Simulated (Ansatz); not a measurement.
Ti: stationary points along a deformation path

Computed with DFT r2SCAN, scalar-relativistic, plane waves, PAW in Ansatz. Cutoff 500 eV, Γ-centred 12×12×18 k-points, Gaussian smearing of 0.15 eV. No spin polarisation. Energies are free energies at this smearing, counted from the undisturbed cell; pressure is positive in compression.

Zero of the scan (relaxed at this level; this form isn't the usual structure):

```
CELL_PARAMETERS angstrom
4.56802 0.00000 0.00000
-2.28401 3.95602 0.00000
0.00000 0.00000 2.82456
ATOMIC_POSITIONS crystal
Ti 0.00000 0.00000 0.00000
Ti 0.33333 0.66667 0.50000
Ti 0.66667 0.33333 0.50000
```

At fixed volume and fractional coordinates, lengths along (0.000, 0.000, 1.000) are scaled against those across it; ρ is that ratio over its starting value. V = 17.014 Å³/atom. Δσ is the stress along the axis less the mean stress across it (compression positive).

| ρ | ΔE (meV/atom) | Δσ (GPa) | space group |
| --- | --- | --- | --- |
| 0.800 | 149.6 | 7.25 | P6/mmm |
| 0.850 | 129.8 | 4.86 | P6/mmm |
| 0.920 | 53.1 | 17.16 | P6/mmm |
| 0.960 | 12.9 | 8.89 | P6/mmm |
| 1.000 | 0.0 | 0.10 | P6/mmm |
| 1.050 | 16.5 | -9.43 | P6/mmm |
| 1.100 | 60.7 | -17.14 | P6/mmm |
| 1.200 | 192.0 | -23.26 | P6/mmm |
| 1.300 | 328.7 | -25.11 | P6/mmm |

**Question.** How does the stress give the slope of the energy, and where is the energy stationary?

**Answer.** Along the path d ln(length) is 2/3 d ln ρ on the axis and −1/3 d ln ρ across it, so dE/d ln ρ = −(2/3) V Δσ: the energy falls with ρ where Δσ is positive. Δσ vanishes or changes sign between ρ = 1.000 and 1.050, a minimum (near 1.00 by linear interpolation). Pairs of stationary points between two samples would go unseen, and could change a minimum read from distant neighbours into a maximum.

**Question.** Integrate that slope from ρ = 1 to 1.200 by the trapezoid rule.

**Answer.** With V/N in Å³ and 1 eV/Å³ = 160.2 GPa the slopes at ρ = 1.000, 1.050, 1.100, 1.200 are -7, 668, 1214, 1647 meV/atom per unit of ln ρ. The steps add 16.1 + 43.8 + 124.4 = 184.3 meV/atom, against 192.0 from the energies; the trapezoid rule misses the curvature of the slope within each step.

In a metal these slopes depend on the k mesh and the smearing.

Cost: 9 runs of about 8.2 core-minutes in all, on Intel Xeon Processor @ 2.50GHz (Skylake/Cascade Lake) (shared hosts).